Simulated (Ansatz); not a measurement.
Ti$_{3}$SiC$_{2}$ in space group P6_3/mmc (No. 194; Si on 2b, C on 4f, Ti on 4f, Ti on 2a) at seven volumes, DFT-LDA in the program Ansatz with PAW potentials, shape and atoms relaxed at each. One row is withheld.

```json
[
 {"V (Å³/atom)": "10.444", "P (GPa)": "23.80"},
 {"V (Å³/atom)": "10.788", "P (GPa)": "14.60"},
 {"V (Å³/atom)": "11.133", "P (GPa)": "6.74"},
 {"V (Å³/atom)": "11.477", "P (GPa)": "0.01"},
 {"V (Å³/atom)": "11.821", "P (GPa)": "-5.73"},
 {"V (Å³/atom)": "12.166", "P (GPa)": "-10.61"},
 {"V (Å³/atom)": "12.510", "P (GPa)": "?"}
]
```

Question: Fit the shown pressures and predict the withheld one.

Answer: P = (3/2)B₀(x^(7/2) − x^(5/2))[1 + (3/4)(B′ − 4)(x − 1)] with x = (V₀/V)^(2/3). Least squares on the six rows gives V₀ = 11.478 Å³/atom, B₀ = 206 GPa, B′ = 4.23. At V = 12.510, x = 0.9442 and P = -14.79 GPa. The run itself gave -14.72 GPa.

Symmetry was held in the LDA relaxation; of distortions, only those at the zone centre were tested. The run is not spin-polarised.

Potentials: the later of the program's two PAW sets.
